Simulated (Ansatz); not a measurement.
# How the conductance of Cu/HfO2/Cu changes with thickness, part 3 of 5

Aim: the conductance of Cu/HfO2/Cu junctions as the barrier thickens. Both electrodes are Cu fcc(001) sqrt2 x sqrt2; the barrier is HfO2 fluorite(001) (O2 and Hf faces). In the first transport cell, after relaxation, the nearest pair of electrode and barrier is Cu–O at 1.89 Å, along the normal, at the lower face and Cu–Hf at 2.59 Å, along the normal, at the upper one. All share a net of side 3.63 Å, which strains the lower electrode by +0.0 % and the barrier by +1.1 %, against typed lattice constants near PBE's. The first steps treat the bulk electrodes alone.

Ansatz 0.2.0; PBE DFT, plane waves, PAW files (the session's first sound run).

So far. Step 3 (Relaxation): The largest force component on a free atom ends at 0.0069 eV/Å. The work functions of the outer faces are 4.49 and 4.63 eV.

### Step 4. T(E) of the junction

This step: PBE DFT, plane waves, PAW files; ballistic transmission by layer matching between semi-infinite leads (Ansatz 0.2.0).

System of this step: Cu/HfO2/Cu. The cell holds 53 atoms: 44 Cu, 6 O and 3 Hf. Cell: a = 3.630 Å, b = 3.630 Å, c = 60.735 Å, α = 90.0°, β = 90.0°, γ = 90.0°. Regions: left electrode, 22 atoms (22 Cu); barrier, 9 atoms (6 O and 3 Hf); right electrode, 22 atoms (22 Cu). Vacuum lies along c.

The relaxed core is set between ideal electrode layers (this cell holds 6 atomic planes between the electrodes; where that differs from the relaxed slab, whole periods were copied in or cut out without a new relaxation), which the solver continues as semi-infinite leads. A wide energy window on a coarse mesh (10×10) shows where the Fermi level lies against the barrier's bands; the projected density of states shows how far the metals' states reach in.

input.yaml

```yaml
crystal:
  lattice:
    - [3.63, 0.0, 0.0]
    - [0.0, 3.63, 0.0]
    - [0.0, 0.0, 60.734926565]
  atoms:
    - { symbol: Cu, position: [0.0, 0.0, 0.1152549348] }
    - { symbol: Cu, position: [0.5, 0.5, 0.1152549348] }
    - { symbol: Cu, position: [0.5, 0.0, 0.1450894845] }
    - { symbol: Cu, position: [0.0, 0.5, 0.1450894845] }
    - { symbol: Cu, position: [0.0, 0.0, 0.1749240341] }
    - { symbol: Cu, position: [0.5, 0.5, 0.1749240341] }
    - { symbol: Cu, position: [0.5, 0.0, 0.2047585838] }
    - { symbol: Cu, position: [0.0, 0.5, 0.2047585838] }
    - { symbol: Cu, position: [0.0, 0.0, 0.2345931335] }
    - { symbol: Cu, position: [0.5, 0.5, 0.2345931335] }
    - { symbol: Cu, position: [0.5, 0.0, 0.2644276832] }
    - { symbol: Cu, position: [0.0, 0.5, 0.2644276832] }
    - { symbol: Cu, position: [0.0, 0.0, 0.2942622329] }
    - { symbol: Cu, position: [0.5, 0.5, 0.2942622329] }
    - { symbol: Cu, position: [0.5, 0.0, 0.3240967826] }
    - { symbol: Cu, position: [0.0, 0.5, 0.3240967826] }
    - { symbol: Cu, position: [0.0, 0.0, 0.3539313323] }
    - { symbol: Cu, position: [0.5, 0.5, 0.3539313323] }
    - { symbol: Cu, position: [0.5, 0.0, 0.3837658819] }
    - { symbol: Cu, position: [0.0, 0.5, 0.3837658819] }
    - { symbol: Cu, position: [0.0, 0.0, 0.4135025496] }
    - { symbol: Cu, position: [0.5, 0.5, 0.4135025496] }
    - { symbol: O, position: [0.0, 0.0, 0.4446916068] }
    - { symbol: O, position: [0.5, 0.5, 0.4446916068] }
    - { symbol: Hf, position: [0.5, 0.0, 0.4606920537] }
    - { symbol: O, position: [0.0, 0.0, 0.48683721] }
    - { symbol: O, position: [0.5, 0.5, 0.48683721] }
    - { symbol: Hf, position: [0.0, 0.5, 0.5033306229] }
    - { symbol: O, position: [0.0, 0.0, 0.5294851905] }
    - { symbol: O, position: [0.5, 0.5, 0.5294851905] }
    - { symbol: Hf, position: [0.5, 0.0, 0.5447853676] }
    - { symbol: Cu, position: [0.5, 0.0, 0.5874566621] }
    - { symbol: Cu, position: [0.0, 0.5, 0.5833146619] }
    - { symbol: Cu, position: [0.0, 0.0, 0.6162341181] }
    - { symbol: Cu, position: [0.5, 0.5, 0.6162341181] }
    - { symbol: Cu, position: [0.5, 0.0, 0.6460686677] }
    - { symbol: Cu, position: [0.0, 0.5, 0.6460686677] }
    - { symbol: Cu, position: [0.0, 0.0, 0.6759032174] }
    - { symbol: Cu, position: [0.5, 0.5, 0.6759032174] }
    - { symbol: Cu, position: [0.5, 0.0, 0.7057377671] }
    - { symbol: Cu, position: [0.0, 0.5, 0.7057377671] }
    - { symbol: Cu, position: [0.0, 0.0, 0.7355723168] }
    - { symbol: Cu, position: [0.5, 0.5, 0.7355723168] }
    - { symbol: Cu, position: [0.5, 0.0, 0.7654068665] }
    - { symbol: Cu, position: [0.0, 0.5, 0.7654068665] }
    - { symbol: Cu, position: [0.0, 0.0, 0.7952414162] }
    - { symbol: Cu, position: [0.5, 0.5, 0.7952414162] }
    - { symbol: Cu, position: [0.5, 0.0, 0.8250759659] }
    - { symbol: Cu, position: [0.0, 0.5, 0.8250759659] }
    - { symbol: Cu, position: [0.0, 0.0, 0.8549105155] }
    - { symbol: Cu, position: [0.5, 0.5, 0.8549105155] }
    - { symbol: Cu, position: [0.5, 0.0, 0.8847450652] }
    - { symbol: Cu, position: [0.0, 0.5, 0.8847450652] }
kpoints:
  mp_grid: { grid: [8, 8, 1] }
scf:
  occupations: { method: fermi_dirac, width: 0.1 }
  max_iter: 150
hamiltonian:
  xc: pbe
output:
  transmission:
    kmesh: [10, 10]
    e_range: [-3, 3]
    de: 0.1
    leads: [[8, 10], [41, 43]]
  dos: { projected: true, e_range: [-6, 5], de: 0.05 }
  write_potential: true
  write_density: true
  volumetric_format: npy
  elf: true
```

Launch:

```sh
> ansatz run input.yaml --threads 8 --pin off --max-ram 24576MiB --backend cpu --events-out ev --progress --plain --runs-dir out
```

Numbers of over 12 decimals in the logs are rounded to 6 here.

The program printed:

```text
[...]
Crystal: 53 atoms, lattice volume = 800.298 Å³
Basis set: ecut = 420 eV, 15507 PW (Γ)
Bands: 570, of which v1, the nominal top of the filled ones, is band 475 counted from 1 (474 counted from 0)
Symmetry: 8 space group operations
[...]
k-points: 15 of 64
[...]
SCF iter   1: F=—  HF=-342087.634821 eV  |F-HF|=—  |Δ(HF+E_count)|=         —  Δρ=2.82e-2  dr2=9.58e2  ethr=1.77e-3  ⟨swp⟩=6.1  Hψ=31533  notcnv=0  defer=395
[...]
SCF iter  15: F=-342084.871286 eV  HF=-342084.871286 eV  |F-HF|=6.93e-9  |Δ(HF+E_count)|=   7.34e-8  Δρ=8.88e-7  dr2=1.98e-8  ethr=1.05e-11  ⟨swp⟩=4.3  Hψ=20196  notcnv=0
SCF 1 converged in 15 iterations: F = -342084.871286 eV  dr2 = 1.98e-8
[...]
transmission: 110 of 1092 steps passed
transmission: 230 of 1092 steps passed
[...]
transmission: 1092 of 1092 steps passed
WARN: The output density's exchange-correlation potential varies sharply where the density is thin. Do not read a vacuum level from v_tot or v_xc, or from such a field of the output density. On a cell that repeats whose density bears no net charge and no dipole along the vacuum's axis use v_es (v_loc + v_h of the components); under efield.dipole_correction with no amplitude use v_es + v_field, which holds any externa [...]
SCF converged after 15 iterations
Free energy (F): -342084.871286 eV
[...]
Internal energy: -342084.332845 eV  (E = F + TS)
E sigma→0 (E₀):  -342084.602065 eV
Entropy (-TS):   -0.538442 eV (-10.159 meV/atom)
Fermi energy:    11.998695 eV
[...]
--- Band table (eV; the first three rows and the last of 15) ---
  k-point 0: bands = [... 471 lower, 11.4858, 12.3701, 12.4646, 13.2049, 13.2176, 13.6261, 13.6261, 13.6694, ... 91 higher]
  k-point 1: bands = [... 471 lower, 11.9306, 12.5989, 12.6504, 12.7807, 12.8841, 13.0765, 13.1971, 13.6339, ... 91 higher]
  k-point 2: bands = [... 471 lower, 11.6192, 11.6927, 11.8459, 12.0082, 12.2194, 12.5895, 12.5940, 12.7788, ... 91 higher]
  k-point 14: bands = [... 471 lower, 11.6132, 11.6139, 11.6182, 11.6182, 11.6272, 11.6534, 11.6614, 11.6614, ... 91 higher]
--- Transmission ---
  basis      : 113 plane waves across, 52 finite elements along
  points     : 21, standing for a mesh of 10 x 10
  energies   : 61 from -3.000000 to 3.000000 eV about the Fermi level, 0.100000 eV apart; the leads are filled to 0.000000 eV, and channels, transmission and decay are at 0.000000 eV
  crystal 0  : Cu2, at the sites [8, 10], period 1.8120 Å, over 19.93 Å; its Hamiltonian steps by up to 20.8 meV
    offset         : up to 0.0000 Å between an atom of the period and one for which it stands
    channels       : 1.770000e0 a spin
    conductance    : none, the energies end too early or step too widely for 300 K: set another output.transmission.e_range or a lower de, or, where they end at an eighth of basis.ecutwfc, a higher one
    slowest decay  : 0.6873 /Å at (0.5000, 0.5000)
[...]
channels       : 1.770000e0 a spin
[...]
slowest decay  : 0.6897 /Å at (0.5000, 0.5000)
  junction   : crystal 0 to crystal 1, 16.27 to 44.47 Å
    transmission   : 1.311323e-3 a spin
[...]
```

Elapsed: 11 min, on 8 threads of Arm Neoverse V2, shared host; peak memory 13 GiB.

Numbers from this step:

```
free energy                                         : -342084.8713 eV
Fermi energy                                        : 12.00 eV
level to which the leads are filled                 : 0 eV from the Fermi level
transmission at the Fermi level (a spin, zone mean) : 0.001311
channels of the lower lead                          : 1.77
channels of the upper lead                          : 1.77
potential step in the lower lead                    : 20.8 meV
potential step in the upper lead                    : 8.7 meV
```

One spin. Table of transmission, zone mean by energy, zero at the Fermi level:

| energy (eV) | transmission, zone mean |
| --- | --- |
| -3.00 | 0.140 |
| -2.70 | 0.0296 |
| -2.50 | 0.0800 |
| -2.40 | 0.0126 |
| -2.10 | 0.00799 |
| -1.90 | 0.0113 |
| -1.70 | 0.0145 |
| -1.60 | 0.00629 |
| -1.30 | 0.00340 |
| -1.00 | 0.00754 |
| -0.70 | 0.00267 |
| -0.40 | 0.00134 |
| -0.10 | 0.00132 |
| 0.00 | 0.00131 |
| 0.10 | 0.00129 |
| 0.40 | 0.00126 |
| 0.70 | 0.00123 |
| 1.00 | 0.00129 |
| 1.30 | 0.00115 |
| 1.60 | 0.00101 |
| 1.90 | 0.00137 |
| 2.10 | 0.00173 |
| 2.40 | 0.0135 |
| 2.50 | 0.0194 |
| 2.70 | 0.00358 |
| 3.00 | 0.0287 |

One spin. Table of open channels, zone mean by energy, zero at the Fermi level:

| energy (eV) | lower lead | upper lead |
| --- | --- | --- |
| -3.00 | 3.31 | 3.35 |
| -2.80 | 3.76 | 3.76 |
| -2.70 | 3.76 | 3.6 |
| -2.50 | 3.54 | 3.7 |
| -2.40 | 3.82 | 3.94 |
| -2.20 | 4.3 | 4.28 |
| -2.00 | 4.08 | 4.08 |
| -1.90 | 3.96 | 3.96 |
| -1.70 | 4.72 | 4.76 |
| -1.50 | 2.33 | 1.65 |
| -1.40 | 1.37 | 1.37 |
| -1.20 | 1.41 | 1.41 |
| -1.10 | 1.57 | 1.57 |
| -0.90 | 1.61 | 1.61 |
| -0.70 | 1.61 | 1.61 |
| -0.60 | 1.73 | 1.73 |
| -0.40 | 1.73 | 1.73 |
| -0.20 | 1.85 | 1.85 |
| -0.10 | 1.77 | 1.77 |
| 0.00 | 1.77 | 1.77 |
| 0.10 | 1.85 | 1.85 |
| 0.20 | 1.85 | 1.85 |
| 0.40 | 1.85 | 1.85 |
| 0.60 | 1.85 | 1.85 |
| 0.70 | 1.85 | 1.85 |
| 0.90 | 1.97 | 1.97 |
| 1.10 | 1.89 | 1.89 |
| 1.20 | 1.89 | 1.89 |
| 1.40 | 1.89 | 1.89 |
| 1.50 | 1.9 | 1.9 |
| 1.70 | 1.94 | 1.94 |
| 1.90 | 1.86 | 1.86 |
| 2.00 | 1.86 | 1.86 |
| 2.20 | 1.9 | 1.9 |
| 2.40 | 1.74 | 1.74 |
| 2.50 | 1.58 | 1.58 |
| 2.70 | 1.66 | 1.66 |
| 2.80 | 1.58 | 1.5 |
| 3.00 | 1.42 | 1.42 |

Transmission over k1 and k2. At 0.0000 eV from the Fermi level.

Values in units of 1e-3, 10 rows by 10 columns:
```
0.0 0.1 0.3 1.1 2.0 2.6 2.0 1.1 0.3 0.1
0.4 0.3 0.3 0.8 1.6 2.1 1.6 0.8 0.3 0.3
1.1 1.1 0.8 1.1 1.6 1.8 1.6 1.1 0.8 1.1
1.9 2.0 1.6 1.6 2.4 2.5 2.4 1.6 1.6 2.0
2.4 2.6 2.1 1.8 2.5 2.8 2.5 1.8 2.1 2.6
1.9 2.0 1.6 1.6 2.4 2.5 2.4 1.6 1.6 2.0
1.1 1.1 0.8 1.1 1.6 1.8 1.6 1.1 0.8 1.1
0.4 0.3 0.3 0.8 1.6 2.1 1.6 0.8 0.3 0.3
0.0 0.1 0.3 1.1 2.0 2.6 2.0 1.1 0.3 0.1
0.0 0.0 0.4 1.1 1.9 2.4 1.9 1.1 0.4 0.0
```
Columns: k1 (b1) from -0.5 to 0.4; rows upwards: k2 (b2) from -0.5 to 0.4.

Open channels of the lower lead over k1 and k2. At 0.0000 eV from the Fermi level.

Ten even steps from '_' (0.00) to '@' (2.00):
```
@@++@@@@@@@@@@@@@@++
@@@@++@@@@@@@@@@++@@
@@@@@@++@@@@@@++@@@@
@@@@@@@@++++++@@@@@@
@@@@@@@@++++++@@@@@@
@@@@@@@@++++++@@@@@@
@@@@@@++@@@@@@++@@@@
@@@@++@@@@@@@@@@++@@
@@++@@@@@@@@@@@@@@++
__@@@@@@@@@@@@@@@@@@
```
Columns: k1 (b1) from -0.5 to 0.4; rows upwards: k2 (b2) from -0.5 to 0.4.

Projected DOS an atom over height of the atomic layer and energy from the Fermi level. Layers: Cu2 Cu2 Cu2 Cu2 Cu2 Cu2 Cu2 Cu2 Cu2 Cu2 Cu2 O2 Hf O2 Hf O2 Hf Cu2 Cu2 Cu2 Cu2 Cu2 Cu2 Cu2 Cu2 Cu2 Cu2 Cu2; projections on atoms miss part of the total, and the computed bands can run out at the top of the range; a column is the mean of 2 neighbouring layers, the last of those left over.

Ten even steps from '0' (0.01 states/eV) to '9' (5.04 states/eV), each cell a mean:
```
00000021100000
00000021100000
00000011100000
00000002100000
00000002200000
00000000100000
00000000100000
00000000000000
00000000000000
00000000000000
00000000000000
00000200000000
31112200011112
97887500388879
76666300466667
67777310476676
45655311356664
34444211244443
23333101133332
12221211012221
00000111000000
00000011000000
```
Columns: height of the atomic layer (Å) from 7.91 to 52.8 (not evenly spaced); rows upwards: energy from the Fermi level (eV) from -6 to 5.

Electrostatic potential energy in the ca plane at fractional y = 0.000, with atoms of Cu and O and Hf within 0.2 Å of it. With pseudopotentials it is smooth inside the atoms' cores, unlike the true potential.

Values in eV, 5 rows by 16 columns, each cell a mean:
```
 13  -5 -24  11  12 -21  -8 -11   3   6 -11  13  -7  -3  11  15
-18   9  11  -6  -8  11  13   8 -18  -4  14  14   9 -18  -8   5
-40   6  14 -24 -27  14  15   3 -26 -14  13  14   5 -26 -18  -5
 -5   8   6   2   1   6  10   9 -10   1  12  14   9 -10  -2   9
 14 -11 -32  11  12 -29 -14 -21   1   4 -22  13 -15  -7  12  15
```
Columns run along c (16.0 Å, from fractional 0.32 to 0.58 of the cell; values clipped at the 3rd and 97th percentile), rows up along a (3.6 Å). Atoms in or near the plane, at fractional coordinates: Cu at (0.32, 0.50), Cu at (0.35, 0.00), Cu at (0.38, 0.50), Cu at (0.41, 0.00), O at (0.44, 0.00), Hf at (0.46, 0.50), O at (0.49, 0.00), O at (0.53, 0.00), Hf at (0.54, 0.50).

ELF in the ca plane at fractional y = 0.000, with atoms of Cu and O and Hf within 0.2 Å of it. It is the smooth field of the valence electrons, not physical close to the nuclei.

Values, 5 rows by 16 columns, each cell a mean:
```
0.21 0.23 0.35 0.20 0.22 0.33 0.25 0.71 0.44 0.47 0.73 0.28 0.70 0.56 0.14 0.30
0.27 0.20 0.20 0.22 0.24 0.20 0.13 0.23 0.59 0.35 0.28 0.08 0.22 0.55 0.41 0.27
0.60 0.20 0.22 0.38 0.43 0.21 0.11 0.16 0.82 0.48 0.03 0.02 0.12 0.79 0.57 0.27
0.20 0.19 0.19 0.20 0.20 0.19 0.15 0.38 0.46 0.32 0.47 0.12 0.37 0.45 0.29 0.28
0.23 0.26 0.47 0.20 0.23 0.44 0.31 0.67 0.51 0.53 0.67 0.32 0.68 0.64 0.16 0.29
```
Columns run along c (16.0 Å, from fractional 0.32 to 0.58 of the cell), rows up along a (3.6 Å). Atoms in or near the plane, at fractional coordinates: Cu at (0.32, 0.50), Cu at (0.35, 0.00), Cu at (0.38, 0.50), Cu at (0.41, 0.00), O at (0.44, 0.00), Hf at (0.46, 0.50), O at (0.49, 0.00), O at (0.53, 0.00), Hf at (0.54, 0.50).

Valence density in the ca plane at fractional y = 0.000, with atoms of Cu and O and Hf within 0.2 Å of it. It is the smooth field of the valence electrons, not physical close to the nuclei.

Ten steps, logarithmic in the rise over the least value, from '0' (0 e/Å³) to '9' (43 e/Å³), each cell a mean:
```
00014885200001588523554201255420024542000000
11011332101101233211232111122210012322100000
34210110123421010000013553100000000135531001
88520000148851000000026886200000000268862114
99620000159962000000026986200000000368863115
66410000136641000000025774100000000257752013
22111111112211111100122331111100001223310001
00013664100001366312343101234310013432000000
00015996200001599623564201356420025652000000
```
Columns run along c (16.0 Å, from fractional 0.32 to 0.58 of the cell), rows up along a (3.6 Å). Atoms in or near the plane, at fractional coordinates: Cu at (0.32, 0.50), Cu at (0.35, 0.00), Cu at (0.38, 0.50), Cu at (0.41, 0.00), O at (0.44, 0.00), Hf at (0.46, 0.50), O at (0.49, 0.00), O at (0.53, 0.00), Hf at (0.54, 0.50).

At the Fermi level the transmission is 0.0013, as a zone mean for one spin on this coarse mesh. At the Fermi level the layers of this cell's barrier hold from 0.0047 to 0.48 states an eV and atom. In the worse lead the potential repeats within 21 meV, which the program lets pass.

(Continued in part 4 of 5.)

[Logs are printed without paths, hosts, clocks, repeated set-up lines and the standing remarks that a program may print on its own settings, such as how far it seeks lower states.]

[Hosts, paths, dates, database ids (printed as entryN), source tags and the programs' standing remarks are cut or masked in the printed files.]
